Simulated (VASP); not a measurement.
The system is P.

```xyz
2
Lattice="2.4247 0.0000 0.0000 0.0000 2.4385 0.0000 -0.0203 0.0000 4.8524" Properties=species:S:1:pos:R:3 pbc="T T T"
P    -0.0152    0.0000    3.6365
P     2.4196    0.0000    1.2159
```

This isn't the form of P at room conditions, which is orthorhombic.

```yaml
Program: VASP 6.6.1
Task: single point
Functional: PBE
Potentials_or_basis: VASP PAW PBE potentials, release 64 (P)
Cutoff: 520 eV
k_mesh: 11 × 11 × 6
Occupations: fermi-dirac, width 0.05 eV
Spin: no spin polarisation
```

On this cell: pressure 1.9 GPa; largest force 0.005 eV/Å; band gap on the k mesh none (metal or under the smearing width).

The same run follows on a disturbed copy (atoms moved at random, drawn with an rms of 0.05 Å):

```
P
1.0
     2.42469    0.00000    0.00000
     0.00000    2.43854    0.00000
    -0.02031    0.00000    4.85243
P
2
Direct
  0.00169 0.99232 0.75601
  0.99494 0.99995 0.24382
```

Task: What does the disturbed cell give?

Result: The energy (extrapolated to zero smearing) moves by +1.6 meV/atom; pressure 2.2 GPa; largest force 0.106 eV/Å; band gap on the k mesh none (metal or under the smearing width).

Forces on the atoms (eV/Å):
```
P   -0.032  0.033 -0.095
P    0.032 -0.033  0.095
```

Stress tensor (GPa, compression positive):
```
 3.42  0.01  0.30
 0.01  2.27 -0.04
 0.30 -0.04  0.90
```
